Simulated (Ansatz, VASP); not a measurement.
**SnTe: programs and potentials compared**

The starting cell:

```
CELL_PARAMETERS angstrom
0.00000 3.15085 3.15085
3.15085 0.00000 3.15085
3.15085 3.15085 0.00000
ATOMIC_POSITIONS crystal
Te 0.50000 0.50000 0.50000
Sn 0.00000 0.00000 0.00000
```

Alike in all runs: task relaxation of cell and atoms; functional revPBE; k mesh 7 × 7 × 7; occupations fermi-dirac, width 0.05 eV; no spin polarisation; no spin-orbit coupling.

```
                        program and potentials  plane-wave cutoff (eV)                                                                                          notes  equilibrium volume (Å³/atom)
                            Ansatz, Ansatz PAW                     420  potentials made for PBE, which Ansatz adapts in part; 15 valence electrons an atom on average                         33.71
Ansatz, all-electron LAPW, scalar-relativistic                       -                                                                                              -                         33.70
          VASP, PBE PAW files Sn_d, Te, 600 eV                     600                               potentials made for PBE; 10 valence electrons an atom on average                         33.67
```

The equilibrium volume spans 33.67 (VASP, PBE PAW files Sn_d, Te, 600 eV) to 33.71 Å³/atom (Ansatz, Ansatz PAW), with all-electron results at 33.70. Some sets were made for another functional than the one run, which can shift their rows. Relaxations stop with a little pressure left, so the last digit of a volume isn't settled.

The functional is the same throughout but for its coding, so the spread measures potentials, basis and numerics; runs on potential files found faulty are left out.

The three treatments give practically the same volume for rock-salt SnTe, with the two PAW results at 33.67 and 33.71 Å³/atom on either side of the all-electron 33.70. Bonding rests mainly on Sn 5p and Te 5p states, with the Sn 5s lone pair mixing in through Te 5p. The filled d shells beneath are compact and overlap little, which probably explains why valence sets averaging 10 and 15 electrons an atom agree so well.

Agreement between codes is not agreement with nature, however. All three volumes are clearly larger than the measured one, most likely because revPBE's stronger gradient enhancement of exchange favours inhomogeneous densities and so weakens cohesion. Better potentials would not remove this shared expansion. Nor do the results bear on the ferroelectric distortion of SnTe: in the starting cell every atom sits on an inversion centre, where forces vanish by symmetry, so a relaxation from there can't reveal an off-centring instability.
